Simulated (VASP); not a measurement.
Write the native input for VASP 6.6.1 that does the following.

- Task: relaxation of the atoms
- Functional: PBE
- Dispersion: D3(BJ)
- Potentials or basis: VASP PAW PBE potentials, release 64 (Al)
- Cutoff: 600 eV
- k mesh: 16 × 16 × 16
- Occupations: methfessel-paxton, width 0.1 eV
- Spin: no spin polarisation
- Further INCAR settings: ALGO = Normal; EDIFF = 1e-07; IBRION = 2; EDIFFG = -0.01; NSW = 40

The structure of Al lies in POSCAR:

```
Al                                      
1.0
    0.0000000000      2.0174409385      2.0174409385
    2.0174409385      0.0000000000      2.0174409385
    2.0174409385      2.0174409385      0.0000000000
  Al            
     1
Direct
     0.0000000000000000    0.0000000000000000    0.0000000000000000
```

The cell isn't the ideal one: a relaxed cell with its volume scaled by 1.04.

These files were run (other wordings do the same):

INCAR

```
PREC = Accurate
ENCUT = 600
EDIFF = 1E-7
ISMEAR = 1
SIGMA = 0.1
LREAL = F
LASPH = T
NELM = 80
ALGO = Normal
ISIF = 2
LWAVE = F
LCHARG = F
GGA = PE
IVDW = 12
IBRION = 2
NSW = 40
EDIFFG = -0.01
```

KPOINTS

```
regular mesh
0
Gamma
  16 16 16
```

Potentials or basis: VASP PAW PBE potentials, release 64 (Al).

Launch:

```console
$ cat potpaw_PBE.64/Al/POTCAR > POTCAR
$ mpirun -np 1 vasp_std > vasp.out
```

Results of the run:

```json
{
  "Pressure after relaxing": "-3.2 GPa",
  "Band gap on the k mesh": "none (metal or under the smearing width)",
  "Dispersion energy per atom": "-0.338 eV"
}
```

Caveat: the relaxation stopped at its first step, so nothing moved; pairwise dispersion overbinds metals, which lowers pressure and volume.

Run time: 3.8 s on 1 thread of Intel(R) Xeon(R) 6975P-C (Granite Rapids), with other jobs on the host, peak memory 0.15 GiB.
